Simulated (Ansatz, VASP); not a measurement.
Two plane-wave programs on TiO2 (Anatase)

Contents of INCAR:

```
SYSTEM = TiO2
  ALGO = Normal
  EDIFF = 1E-6
  EDIFFG = -0.005
  ENCUT = 600
  GGA = PE
  IBRION = 2
  ISIF = 3
  ISMEAR = -1
  LASPH = .TRUE.
  LCHARG = .FALSE.
  LREAL = .FALSE.
  LWAVE = .FALSE.
  NELM = 80
  NSW = 60
  PREC = Accurate
  SIGMA = 0.05
```

Contents of KPOINTS:

```
k-points
0
G
  10 10 10
  0 0 0
```

POSCAR

```
TiO2
1.0
   -1.8921000000      1.8921000000      4.7573000000
    1.8921000000     -1.8921000000      4.7573000000
    1.8921000000      1.8921000000     -4.7573000000
Ti O
2 4
Direct
    0.7500000000      0.2500000000      0.5000000000
    0.0000000000      0.0000000000      0.0000000000
    0.7919000000      0.7919000000      0.0000000000
    0.5419000000      0.0419000000      0.5000000000
    0.9581000000      0.4581000000      0.5000000000
    0.2081000000      0.2081000000      0.0000000000
```

input.yaml

```yaml
crystal:
  lattice:
    - [-1.8921, 1.8921, 4.7573]
    - [1.8921, -1.8921, 4.7573]
    - [1.8921, 1.8921, -4.7573]
  atoms:
    - { symbol: Ti, position: [0.75, 0.25, 0.5] }
    - { symbol: Ti, position: [0.0, 0.0, 0.0] }
    - { symbol: O, position: [0.7919, 0.7919, 0.0] }
    - { symbol: O, position: [0.5419, 0.0419, 0.5] }
    - { symbol: O, position: [0.9581, 0.4581, 0.5] }
    - { symbol: O, position: [0.2081, 0.2081, 0.0] }
hamiltonian:
  xc: pbe
  pseudopotentials: { kind: paw }
kpoints:
  mp_grid: { grid: [10, 10, 10] }
scf:
  occupations: { method: fermi_dirac, width: 0.05 }
output:
  forces: true
  stress: true
  write_density: true
  write_potential: true
  elf: true
  volumetric_format: npy
relax:
  f_tol: 0.01
  max_steps: 40
  cell: { stress_tol: 0.05 }
```

Alike in both runs: task relaxation of cell and atoms; functional PBE; k mesh 10 × 10 × 10; occupations fermi-dirac, width 0.05 eV; no spin polarisation.

|  | VASP | Ansatz |
| --- | --- | --- |
| version | VASP 6.6.1 | Ansatz 0.2.0 |
| potentials or method | VASP PAW PBE potentials, release 64 (Ti_sv, O) | Ansatz PAW |
| plane-wave cutoff (eV) | 600 | 420 |
| valence electrons in the cell | 48 | 48 |

VASP gave:

```
gap on the k mesh at the Fermi level, each at its own relaxed structure (eV) : 2.10
relaxed volume (Å³/atom)                                                     : 11.69
relaxed cell length with the largest relative difference (Å)                 : 5.547
energy change over the relaxation (meV/atom)                                 : -6
```

Problem. Which values does Ansatz return?

Solution. gap on the k mesh at the Fermi level, each at its own relaxed structure (eV): 2.13; relaxed volume (Å³/atom): 11.66; relaxed cell length with the largest relative difference (Å): 5.543; energy change over the relaxation (meV/atom): -5.

Caveats: the plane-wave basis is chosen anew once the cell has moved, so the energies of steps on either side of that aren't comparable (Ansatz); the pressure holds a Pulay correction of +0.7 GPa for the finite cutoff (Ansatz). A k mesh can miss the band edges. Zero-point motion and thermal expansion aren't in these numbers. As with any semilocal functional, this PBE gap is likely too small.
